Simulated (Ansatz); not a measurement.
# Ti: the cost of one run

Computed with Ansatz 0.2.0 (DFT PBEsol, scalar-relativistic, plane waves, PAW, unless a step's input says otherwise).

5 further runs of the same task are left out: 1 that didn't finish, 4 set aside as unsound or not needed. Runs told in other sessions of the task aren't counted.

### 1 Starting point

The structure is cubic, space group Fm-3m (No. 225). The conventional cell has a = 4.056 Å, b = 4.056 Å, c = 4.056 Å, α = 90.00°, β = 90.00°, γ = 90.00°. Around Ti (site symmetry m-3m) lie 12 Ti at 2.87 Å.

Structure file:

```xyz
2
Lattice="0.0000 -2.0279 -2.0279 -2.0279 0.0000 -2.0279 2.0279 2.0279 -4.0558" Properties=species:S:1:pos:R:3 pbc="T T T"
Ti    0.0000    0.0000   -4.0558
Ti    0.0000    0.0000    0.0000
```

It is built from the cell relaxed beforehand with the same method (16.68 Å³/atom).

### 2 The reference cell

The cell is repeated 2 times, 2 atoms in all. The reference gives a free energy of -4947.6995 eV, pressure 0.07 GPa, largest force 0.000 eV/Å and gap on the mesh none (metal). It was computed beforehand with the settings of the runs below.

### 3 Next: freezing in a mode

Mode 6 of the phonon run on this cell, counted from the lowest, is frozen in: each atom moves by x times its row below, so x is the largest displacement.

```
atom      ux      uy      uz
 Ti1  -0.577  -0.577   0.577
 Ti2   0.577   0.577  -0.577
```

### 4 At x = -0.300 Å

Input file input.yaml:

```yaml
crystal:
  lattice:
    - [0.0, -2.0279211515, -2.0279211515]
    - [-2.0279211515, 0.0, -2.0279211515]
    - [2.0279211515, 2.0279211515, -4.0558423031]
  atoms:
    - { symbol: Ti, position: [0.4786474587, 0.4786474587, 0.564057624] }
    - { symbol: Ti, position: [0.0213525413, 0.0213525413, -0.064057624] }
basis:
  ecutwfc: 420
kpoints:
  mp_grid: { grid: [24, 24, 24] }
hamiltonian:
  xc: pbesol
scf:
  occupations: { method: gaussian, width: 0.15 }
output:
  forces: true
  stress: true
  eigenvalues: true
```

Launch:

```console
$ ansatz run input.yaml --threads 2 --pin off --max-ram 5120MiB --backend cpu --events-out ev --progress --plain --runs-dir out
```

Q: Estimate wall time and peak memory on 2 threads of AMD EPYC 9R45 (Zen 5), shared host.

About 6.7 s, with a peak of 0.91 GiB.
